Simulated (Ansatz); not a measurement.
# Boron (R-3m, 12 atoms a cell): converging the G0W0 gap

How do accuracy and time trade against each other in G0W0 on Boron (R-3m, 12 atoms a cell)?

Program: Ansatz 0.2.0. Level of theory: G0W0 on PBE, plane waves, PAW. Results are calculated unless marked as measured.

**1. The structure**

The structure is trigonal, space group R-3m (No. 166). The conventional cell has a = 4.918 Å, b = 4.918 Å, c = 12.581 Å, α = 90.00°, β = 90.00°, γ = 120.00°. Nearest to B lie 6 B at 1.67 to 1.81 Å. B has 5 B at 1.79 to 1.81 Å nearest.

The cell and positions come from the Crystallography Open Database and are kept as given unless a step says otherwise. The default PAW set here is soft_2. Its files were made with PBE.

**2. 129 empty bands, screening to 75 eV**

G0W0 replaces the xc potential by the self-energy, built once from these orbitals. Only a window of levels is corrected, while the sums run over the empty bands that the input names.

input.yaml reads:

```yaml
crystal:
  lattice:
    - [2.45895, 1.4196754444, 4.1935]
    - [-2.45895, 1.4196754444, 4.1935]
    - [0.0, -2.8393508888, 4.1935]
  atoms:
    - { symbol: B, position: [0.01019, 0.65361, 0.01019] }
    - { symbol: B, position: [0.01019, 0.01019, 0.65361] }
    - { symbol: B, position: [0.65361, 0.01019, 0.01019] }
    - { symbol: B, position: [0.98981, 0.34639, 0.98981] }
    - { symbol: B, position: [0.34639, 0.98981, 0.98981] }
    - { symbol: B, position: [0.98981, 0.98981, 0.34639] }
    - { symbol: B, position: [0.22118, 0.6306, 0.22118] }
    - { symbol: B, position: [0.22118, 0.22118, 0.6306] }
    - { symbol: B, position: [0.6306, 0.22118, 0.22118] }
    - { symbol: B, position: [0.77882, 0.3694, 0.77882] }
    - { symbol: B, position: [0.3694, 0.77882, 0.77882] }
    - { symbol: B, position: [0.77882, 0.77882, 0.3694] }
kpoints:
  mp_grid: { grid: [4, 4, 4] }
hamiltonian:
  xc: pbe
scf:
  occupations: { method: fixed }
gw:
  n_empty_bands: 129
  ecut_chi: 75.0
  qp_bands: [v4, c4]
  qp_kpoints: band_edges
  screening: { model: contour_deformation }
```

On the command line:

```bash
ansatz run input.yaml --threads 3 --pin off --max-ram 64512MiB --backend cuda --events-out ev --progress --plain --runs-dir out --devices 1 --max-vram 24GiB  # rebuilt from the run's record
```

Numbers of over 12 decimals in the logs are rounded to 6 here.

The log of the run:

```text
GPUs: using 1 of 1 available (devices: 1).
Engine: ansatz 0.2.0, x86_64-unknown-linux-gnu
Pseudopotentials: kind: paw
Pseudopotential: B, paw, valence charge 3, recommended cutoff 420 eV (normal), B.paw.azcp
Functional definition: PBE
  parameter kappa = 0.804
  parameter beta = 0.066725
  exchange = pbe_x(kappa = kappa, mu = beta*pi^2/3)
  correlation = pbe_c(beta = beta)
device memory: the entry about to start is reckoned to put 1.0 GiB on a device that reports 70.9 GiB free (of which the cap on the GPU budget leaves the run 24.0 GiB)
GPU FFT provider: cuFFT
GPU libraries: cuBLAS 13.8.1, cuFFT 12.4.0, cuSOLVER 12.3.2
Crystal: 12 atoms, lattice volume = 87.835 Å³
Basis set: ecut = 420 eV, 1731 PW (Γ)
Bands: 30, of which v1, the nominal top of the filled ones, is band 18 counted from 1 (17 counted from 0)
Symmetry: 12 space group operations
Space group: R-3m (ITA 166), of the structure as read, at distance tolerance 4.4e-5 Å
k-points: 13 of 64
Non-local potential: B, projectors of the file, l = 0: 2, l = 1: 2, l = 2: 1
PAW form: soft (Blöchl's): semilocal exchange-correlation on the pseudo side does not see the compensation charge
PAW one-centre angular grid: B, 110 points (default); XC on 64 Gauss nodes
Initial density: superposition of atomic densities (neutral atoms: chi_scale 0, normalization atom), corrected by the library's trained network
Initial wavefunctions: pseudopotential atomic-orbital guess
GPU buffer pool allocated for 46656 grid points (all kernels)
GPU transforms: local potential and band sums: pruned to the plane-wave sphere, on 36×36×36
Functional: x = pbe(κ = 0.804, μ = 0.219515), c = pbe(β = 0.066725)
SCF iter   1: F=—  HF=-1870.961735 eV  |F-HF|=—  |Δ(HF+E_count)|=         —  Δρ=6.65e-3  dr2=3.58e-2  ethr=1.77e-3  ⟨swp⟩=4.5  Hψ=1822  notcnv=0  defer=125
preconditioner: auto → none  [insulator: Δε(μ)=1.493 eV  Ē_g=12.299 eV  n_scr=14 (ndim 8)  ℏωp=23.8 eV  f_vac=0.000  ε∞_Penn≈4.7]
SCF iter   2: F=—  HF=-1870.952816 eV  |F-HF|=—  |Δ(HF+E_count)|=   8.92e-3  Δρ=2.88e-3  dr2=4.40e-3  ethr=9.94e-5  ⟨swp⟩=2.2  Hψ=713  notcnv=0  defer=127
SCF iter   3: F=—  HF=-1870.952979 eV  |F-HF|=—  |Δ(HF+E_count)|=   1.63e-4  Δρ=7.15e-4  dr2=6.57e-4  ethr=1.22e-5  ⟨swp⟩=2.0  Hψ=569  notcnv=0  defer=127
SCF iter   4: F=—  HF=-1870.952901 eV  |F-HF|=—  |Δ(HF+E_count)|=   7.85e-5  Δρ=3.00e-4  dr2=5.47e-5  ethr=1.82e-6  ⟨swp⟩=2.0  Hψ=516  notcnv=0  defer=127
SCF iter   5: F=—  HF=-1870.952913 eV  |F-HF|=—  |Δ(HF+E_count)|=   1.25e-5  Δρ=8.81e-5  dr2=6.57e-6  ethr=1.52e-7  ⟨swp⟩=2.0  Hψ=508  notcnv=0  defer=119
SCF iter   6: F=-1870.952914 eV  HF=-1870.952914 eV  |F-HF|=8.15e-8  |Δ(HF+E_count)|=   7.66e-7  Δρ=1.43e-5  dr2=9.90e-8  ethr=2.78e-10  ⟨swp⟩=9.4  Hψ=2174  notcnv=0
SCF 1 converged in 6 iterations: F = -1870.952914 eV  dr2 = 9.90e-8
  greatest PAW one-centre occupation: 0.547 electrons in one spin orbital (limit 2), on the B atom at site 2 (counted from 0), in its partial waves of l = 0
device memory: the entry about to start is reckoned to put 1.0 GiB (of the 1.1 GiB reckoned in all, the device holds 0.1 GiB already) on a device that reports 74.1 GiB free (of which the cap on the GPU budget leaves the run 23.9 GiB)
NSCF: frozen V_eff on 13 k-points, pencils in batches of 32, up to order 120
the band table was solved once the SCF had ended and its energy, with any forces and stress, was formed, with the checks that follow a solve (1663 applications of the Hamiltonian). They found nothing against the state; the energy, forces and stress were not computed again (output.eigenvalues in the input reference)
device memory: the entry about to start is reckoned to put 3.8 GiB on a device that reports 74.8 GiB free (of which the cap on the GPU budget leaves the run 24.0 GiB)
NSCF: frozen V_eff on 13 k-points
G₀W₀ screening: q 1/13
[... further progress lines ...]
device memory: the entry about to start is reckoned to put 0.4 GiB on a device that reports 70.6 GiB free (of which the cap on the GPU budget leaves the run 24.0 GiB)
NSCF: frozen V_eff on 1 k-points
device memory: the entry about to start is reckoned to put 0.4 GiB on a device that reports 70.5 GiB free (of which the cap on the GPU budget leaves the run 24.0 GiB)
NSCF: frozen V_eff on 1 k-points
device memory: the entry about to start is reckoned to put 0.4 GiB on a device that reports 70.5 GiB free (of which the cap on the GPU budget leaves the run 24.0 GiB)
NSCF: frozen V_eff on 1 k-points
SCF converged after 6 iterations
Free energy (F): -1870.952914 eV
Harris-Foulkes:  -1870.952914 eV  (|F-HF|=8.15e-8)
Internal energy: -1870.952914 eV  (E = F + TS)
E sigma→0 (E₀):  -1870.952914 eV
Fermi energy:    8.969952 eV
--- Per-component energies (eV) ---
  E_band       = 90.425896
  E_kinetic    = 595.002937
  E_local      = -369.326241  (includes V_loc(G=0)·N_el)
  E_nonlocal   = 135.562151
  E_hartree    = 111.069420
  E_xc         = -388.075017
  E_vxc        = -460.919115  (∫ρ·V_xc dr)
  E_paw        = -943.208102  (= ΣΔE_a)
  E_vpaw       = -32.031385  (= ΣTr[D̂ρ^β])
  E_aug_tail   = -0.000032  (compensation charges beyond the density's cutoff)
  E_ewald      = -1011.978030
  E_smearing   = -0.000000  (= −TS)
  E_closure    = 0.000000  (closes the sum)
  Σ components = -1870.952914   (vs F -1870.952914, Δ=0.00e0)
--- Band table (eV; the first three rows and the last of 13) ---
  k-point 0: bands = [... 14 lower, 7.5989, 8.1023, 8.1023, 8.6120, 10.4680, 13.4430, 13.4430, 13.6629, ... 8 higher]
  k-point 1: bands = [... 14 lower, 6.6832, 6.8462, 7.4279, 8.2859, 10.9700, 12.2704, 12.8368, 13.8306, ... 8 higher]
  k-point 2: bands = [... 14 lower, 6.3050, 7.0400, 7.2837, 8.3444, 10.8947, 12.1126, 12.5712, 13.7722, ... 8 higher]
  k-point 12: bands = [... 14 lower, 6.0251, 7.1197, 7.1197, 8.9700, 11.5702, 11.7181, 11.7181, 13.8092, ... 8 higher]
--- G₀W₀: contour deformation, 6 samples at zero and on the imaginary axis and 2 off it, 64 q-points, 129 empty bands' worth ---
  eigenvalues of the whole cell's RPA ε∞ on this k-mesh (on a slab, of 1 + 4πα/V) = 7.5647, 10.4282, 10.4282; static W/v taken at q = 0 is 0.105980
  bands read: the sum over 147 bands ends inside a degenerate multiplet in 1 slot, whose members it reads at an even weight; the widest, k=12: bands 147 to 148 (counted from 1) at 1/2 each
  gw.qp_kpoints: band_edges: 13 of 13 stored k-points solved, in 1 pass; an edge of the gap read off the rows below is read off those points alone
    ik  band        ε_KS         Σx   Σc(E_QP)       V_xc       Z   E_QP_lin       E_QP  E_QP is
     0    15      7.5989   -15.1955     1.7533   -13.2764  0.7878     7.4329     7.4331  root
     0    16      8.1023   -17.1261     2.5757   -14.3811  0.7811     7.9327     7.9330  root
     0    17      8.1023   -17.1261     2.5757   -14.3811  0.7811     7.9327     7.9330  root
     0    18      8.6120   -15.4628     1.3454   -14.2037  0.7950     8.6983     8.6983  root
     0    19     10.4680    -8.1579    -3.3879   -11.9486  0.8078    10.8718    10.8707  root
     0    20     13.4430    -7.3105    -5.3487   -13.4240  0.7643    14.2178    14.2078  root
     0    21     13.4430    -7.3105    -5.3487   -13.4240  0.7643    14.2178    14.2078  root
     0    22     13.6629    -8.2612    -4.6917   -13.7613  0.7763    14.4692    14.4712  root
     1    15      6.6832   -17.1937     2.8671   -14.0500  0.7685     6.4056     6.4067  root
     1    16      6.8462   -16.2329     2.1007   -14.0517  0.7809     6.7656     6.7657  root
     1    17      7.4279   -16.4578     2.3395   -13.9532  0.7816     7.2625     7.2628  root
     1    18      8.2859   -16.9757     2.4255   -14.4169  0.7839     8.1525     8.1527  root
     1    19     10.9700    -7.7964    -3.9467   -12.2605  0.7985    11.4895    11.4873  root
     1    20     12.2704    -8.1132    -4.2090   -12.9621  0.7940    12.9149    12.9103  root
     1    21     12.8368    -7.9645    -4.7524   -13.4585  0.7798    13.5865    13.5784  root
     1    22     13.8306    -7.5296    -5.2607   -13.5344  0.7643    14.5794    14.5747  root
     2    15      6.3050   -15.6414     2.0537   -13.3908  0.7804     6.1078     6.1082  root
     2    16      7.0400   -16.5143     2.4487   -13.9012  0.7772     6.8753     6.8756  root
     2    17      7.2837   -15.6558     1.8892   -13.7050  0.7862     7.2221     7.2222  root
     2    18      8.3444   -17.1791     2.5080   -14.5228  0.7829     8.1959     8.1961  root
     2    19     10.8947    -9.0184    -3.6187   -13.2117  0.7956    11.4719    11.4694  root
     2    20     12.1126    -8.1344    -4.7384   -13.5344  0.7828    12.7794    12.7742  root
     2    21     12.5712    -7.7059    -4.5111   -12.9018  0.7886    13.2616    13.2560  root
     2    22     13.7722    -8.1164    -4.6630   -13.4286  0.7876    14.4250    14.4214  root
[...]
12    15      6.0251   -15.8503     2.3305   -13.3374  0.7755     5.8422     5.8427  root
    12    16      7.1197   -15.4994     1.8627   -13.5455  0.7861     7.0284     7.0285  root
    12    17      7.1197   -15.4994     1.8627   -13.5455  0.7861     7.0284     7.0285  root
    12    18      8.9700   -15.3623     1.1590   -14.3223  0.7971     9.0888     9.0890  root
    12    19     11.5702    -7.9081    -4.0404   -12.5866  0.7960    12.2121    12.2084  root
    12    20     11.7181    -8.5208    -3.9933   -13.1995  0.7944    12.4079    12.4035  root
    12    21     11.7181    -8.5208    -3.9933   -13.1995  0.7944    12.4079    12.4035  root
    12    22     13.8092    -7.3827    -5.5765   -13.7133  0.7548    14.5697    14.5633  root
```

Wall time 6.9 s (1 × NVIDIA H100 80GB HBM3 (shared by 3 runs) with 3 threads of AMD EPYC 7R13 (Zen 3), shared host); peak memory 1.2 GiB; 9.3 s of CPU time.

In the SCF lines HF is the Harris–Foulkes energy and dr2 the Hartree energy of the density residual, in eV; the loop may stop once dr2 is under the threshold and the program's other checks hold. Hψ counts applications of the Hamiltonian.

This step gave:

| Property | Result |
| --- | --- |
| bands summed | 147 |
| RPA ε∞ on this mesh (eigenvalues) | 7.565, 10.43, 10.43 |
| plane waves in the screening matrix | 137 |
| q-points in the mesh | 64 |
| G0W0 gap on the mesh | 1.782 eV |
| k of the valence top | -0.5, -0.5, -0.5 |
| k of the conduction bottom | 0, 0, 0 |
| starting gap on the mesh | 1.446 eV |
| Z at the valence top | 0.7971 |
| Z at the conduction bottom | 0.8078 |
| least direct G0W0 gap on the computed points | 2.172 eV |

The gap on the mesh goes from 1.45 eV to 1.78 eV, a correction of +0.34 eV, though a band edge has moved to another state.

**3. 366 empty bands, screening to 150 eV**

Bands and screening cutoff are moved together, since each hides the error of the other.

Edit input.yaml of step 2 so:

```diff
@@ -25,4 +25,4 @@
 gw:
-  n_empty_bands: 129
-  ecut_chi: 75.0
+  n_empty_bands: 366
+  ecut_chi: 150.0
   qp_bands: [v4, c4]
```

The log of the run:

```text
GPUs: using 1 of 1 available (devices: 1).
[...]
GPU FFT provider: cuFFT
GPU libraries: cuBLAS 13.8.1, cuFFT 12.4.0, cuSOLVER 12.3.2
Crystal: 12 atoms, lattice volume = 87.835 Å³
Basis set: ecut = 420 eV, 1731 PW (Γ)
Bands: 30, of which v1, the nominal top of the filled ones, is band 18 counted from 1 (17 counted from 0)
[... 1 set-up line as in the run before ...]
[...]
k-points: 13 of 64
[...]
GPU buffer pool allocated for 46656 grid points (all kernels)
[...]
SCF iter   1: F=—  HF=-1870.961735 eV  |F-HF|=—  |Δ(HF+E_count)|=         —  Δρ=6.65e-3  dr2=3.58e-2  ethr=1.77e-3  ⟨swp⟩=4.5  Hψ=1822  notcnv=0  defer=125
[...]
SCF iter   6: F=-1870.952914 eV  HF=-1870.952914 eV  |F-HF|=8.15e-8  |Δ(HF+E_count)|=   7.66e-7  Δρ=1.43e-5  dr2=9.90e-8  ethr=2.78e-10  ⟨swp⟩=9.4  Hψ=2174  notcnv=0
SCF 1 converged in 6 iterations: F = -1870.952914 eV  dr2 = 9.90e-8
[...]
NSCF: frozen V_eff on 13 k-points, pencils in batches of 32, up to order 120
[...]
NSCF: frozen V_eff on 13 k-points
G₀W₀ screening: q 1/13
[... further progress lines ...]
[...]
SCF converged after 6 iterations
Free energy (F): -1870.952914 eV
[...]
Internal energy: -1870.952914 eV  (E = F + TS)
E sigma→0 (E₀):  -1870.952914 eV
Fermi energy:    8.969952 eV
[...]
--- Band table (eV; the first three rows and the last of 13) ---
  k-point 0: bands = [... 14 lower, 7.5989, 8.1023, 8.1023, 8.6120, 10.4680, 13.4430, 13.4430, 13.6629, ... 8 higher]
  k-point 1: bands = [... 14 lower, 6.6832, 6.8462, 7.4279, 8.2859, 10.9700, 12.2704, 12.8368, 13.8306, ... 8 higher]
  k-point 2: bands = [... 14 lower, 6.3050, 7.0400, 7.2837, 8.3444, 10.8947, 12.1126, 12.5712, 13.7722, ... 8 higher]
  k-point 12: bands = [... 14 lower, 6.0251, 7.1197, 7.1197, 8.9700, 11.5702, 11.7181, 11.7181, 13.8092, ... 8 higher]
[...]
0    15      7.5989   -15.1955     1.3837   -13.2764  0.7841     7.0610     7.0635  root
     0    16      8.1023   -17.1261     2.1488   -14.3811  0.7771     7.5023     7.5061  root
     0    17      8.1023   -17.1261     2.1488   -14.3811  0.7771     7.5023     7.5061  root
     0    18      8.6120   -15.4628     0.9117   -14.2037  0.7908     8.2638     8.2646  root
     0    19     10.4680    -8.1579    -3.7011   -11.9486  0.8049    10.5576    10.5575  root
     0    20     13.4430    -7.3105    -5.6938   -13.4240  0.7610    13.8659    13.8627  root
     0    21     13.4430    -7.3105    -5.6938   -13.4240  0.7610    13.8659    13.8627  root
     0    22     13.6629    -8.2612    -5.0999   -13.7613  0.7729    14.0633    14.0631  root
[...]
12    19     11.5702    -7.9081    -4.3681   -12.5866  0.7928    11.8814    11.8806  root
    12    20     11.7181    -8.5208    -4.3523   -13.1995  0.7911    12.0454    12.0445  root
    12    21     11.7181    -8.5208    -4.3523   -13.1995  0.7911    12.0454    12.0445  root
    12    22     13.8092    -7.3827    -5.9344   -13.7133  0.7513    14.2082    14.2054  root
```

Wall time 19 s (1 × NVIDIA H100 80GB HBM3 (shared by 3 runs) with 3 threads); peak memory 1.6 GiB.

This step gave:

```yaml
bands_summed: 384
rpa_eps_infinity_on_this_mesh_eigenvalues: 7.439, 10.32, 10.32
plane_waves_in_the_screening_matrix: 345
q_points_in_the_mesh: 64
g0w0_gap_on_the_mesh: 1.915 eV
k_of_the_valence_top: -0.5, -0.5, -0.5
k_of_the_conduction_bottom: 0, 0, 0
starting_gap_on_the_mesh: 1.446 eV
z_at_the_valence_top: 0.7927
z_at_the_conduction_bottom: 0.8049
least_direct_g0w0_gap_on_the_computed_points: 2.293 eV
```

Against the run with 4×4×4 mesh, 129 empty bands, screening to 75 eV, the gap moves by +0.13 eV.

**4. Changing the frequency model: 4×4×4 mesh, 366 empty bands, screening to 150 eV, plasmon pole**

A plasmon pole stands in for the full frequency dependence of the screening; this run shows what that costs in accuracy.

Edit input.yaml of step 3 so:

```diff
@@ -29,2 +29,2 @@
   qp_kpoints: band_edges
-  screening: { model: contour_deformation }
+  screening: { model: godby_needs }
```

The log of the run:

```text
GPUs: using 1 of 1 available (devices: 1).
[...]
GPU FFT provider: cuFFT
GPU libraries: cuBLAS 13.8.1, cuFFT 12.4.0, cuSOLVER 12.3.2
Crystal: 12 atoms, lattice volume = 87.835 Å³
Basis set: ecut = 420 eV, 1731 PW (Γ)
Bands: 30, of which v1, the nominal top of the filled ones, is band 18 counted from 1 (17 counted from 0)
[... 1 set-up line as in the run before ...]
[...]
k-points: 13 of 64
[...]
0    22     13.6629    -8.2612    -5.0042   -13.7613  0.7966    14.1601    14.1588  root
[...]
12    19     11.5702    -7.9081    -4.3217   -12.5866  0.8025    11.9275    11.9271  root
    12    20     11.7181    -8.5208    -4.2972   -13.1995  0.8024    12.1002    12.0996  root
    12    21     11.7181    -8.5208    -4.2972   -13.1995  0.8024    12.1002    12.0996  root
    12    22     13.8092    -7.3827    -5.8449   -13.7133  0.7833    14.2980    14.2949  root
[key lines of the parts left out:]
SCF converged after 6 iterations
Free energy (F): -1870.952914 eV
Fermi energy:    8.969952 eV
```

It took 24 s on 1 × NVIDIA H100 80GB HBM3 (shared by 3 runs) with 3 threads; peak memory 2.6 GiB.

Numbers from this step:

```yaml
bands_summed: 384
plasmon_pole_fit_frequency: 23.77 eV
rpa_eps_infinity_on_this_mesh_eigenvalues: 7.439, 10.32, 10.32
plane_waves_in_the_screening_matrix: 345
g0w0_gap_on_the_mesh: 1.895 eV
k_of_the_valence_top: -0.5, -0.5, -0.5
k_of_the_conduction_bottom: 0, 0, 0
starting_gap_on_the_mesh: 1.446 eV
least_direct_g0w0_gap_on_the_computed_points: 2.275 eV
```

Against the run with 4×4×4 mesh, 366 empty bands, screening to 150 eV, the gap moves by −0.02 eV.

**5. Side by side**

Times are wall times on 1 × NVIDIA H100 80GB HBM3 (shared by 3 runs) with 3 threads of AMD EPYC 7R13 (Zen 3), shared host, good to a factor of about two.

```
 mesh        files            frequency  bands summed  cutoff (eV)  start (eV)  G0W0 (eV)   time  host memory (GiB)
4×4×4  default PAW  contour deformation           147           75       1.446      1.782  6.9 s                1.2
4×4×4  default PAW  contour deformation           384          150       1.446      1.915   19 s                1.6
4×4×4  default PAW         plasmon pole           384          150       1.446      1.895   24 s                2.6
```

The parts of the quasiparticle energy at the two band edges (eV; QP = start + Σx + Σc − Vxc):

```
      run               edge  start      Σx     Σc     Vxc     Z     QP
147 bands        valence top   8.97  -15.36   1.16  -14.32  0.80   9.09
147 bands  conduction bottom  10.47   -8.16  -3.39  -11.95  0.81  10.87
384 bands        valence top   8.97  -15.36   0.71  -14.32  0.79   8.64
384 bands  conduction bottom  10.47   -8.16  -3.70  -11.95  0.80  10.56
```

 Where G0W0 reorders the edges (147 bands and 384 bands), the two states listed lie further apart at the start than the starting gap.

**6. Results**

* 147 bands, 75 eV: 1.782 eV
* 384 bands, 150 eV: 1.915 eV
* estimated limit in bands and cutoff: 2.00 eV
* mesh and start: 4×4×4, PBE

In words: A line in one over the bands through the two rungs gives 2.00 eV, +0.08 eV from the top rung; with two points alone it is an unchecked estimate. The rungs stand 0.22 eV (147 bands) and 0.08 eV (384 bands) from it. From 147 to 384 bands the gap moves by +0.13 eV while the time grows 2.7-fold. Σc changes by −0.45 eV at the valence top and −0.31 eV at the conduction bottom, so the levels themselves move more than the gap between them. The plasmon-pole model gives −0.02 eV against contour deformation, 4 % of the correction, and saved no time in this program.

[Paths, hosts, dates, memory and timing lines, banners, echoed tables and standing remarks are left out of the program output.]

[Logs are printed without paths, hosts, clocks, repeated set-up lines and the standing remarks that a program may print on its own settings, such as how far it seeks lower states.]

[Runs of the session that timed out or met a known fault of the program may be left out.]

[Cells called generated may have been cut or substituted from an entry of the Crystallography Open Database or the Materials Project.]

[Hosts, paths, dates, database ids (printed as entryN), source tags and the programs' standing remarks are cut or masked in the printed files.]
